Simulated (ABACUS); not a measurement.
BAs:

```xyz
2
Lattice="0.0000 2.3885 2.3885 2.3885 0.0000 2.3885 2.3885 2.3885 0.0000" Properties=species:S:1:pos:R:3 pbc="T T T"
As    3.5827    3.5827    3.5827
B     0.0000    0.0000    0.0000
```

Base run:

- Program: ABACUS 3.10.1
- Functional: BP86
- Potentials or basis: GBRV ultrasoft 1.5 PBE
- Cutoff: 544 eV
- Density cutoff: 4354 eV
- Basis: plane waves
- k mesh: 8 × 8 × 8
- Occupations: fermi-dirac, width 0.05 eV
- Spin: no spin polarisation

Its results: band gap on the k mesh 1.25 eV, indirect (least direct gap 3.32 eV); pressure 4.6 GPa.

Task: The run is repeated on the same cell with these changes: functional from BP86 to LDA; potentials or basis from GBRV ultrasoft 1.5 PBE to GBRV ultrasoft 1.5 LDA. What comes out?

Result: Band gap on the k mesh 1.13 eV, indirect (least direct gap 3.27 eV); pressure -2.6 GPa.

Caveats: the potentials were made for another functional, which shifts forces and pressure (some runs).

A k mesh can miss the band edges.

Not every run made on this cell is shown here.
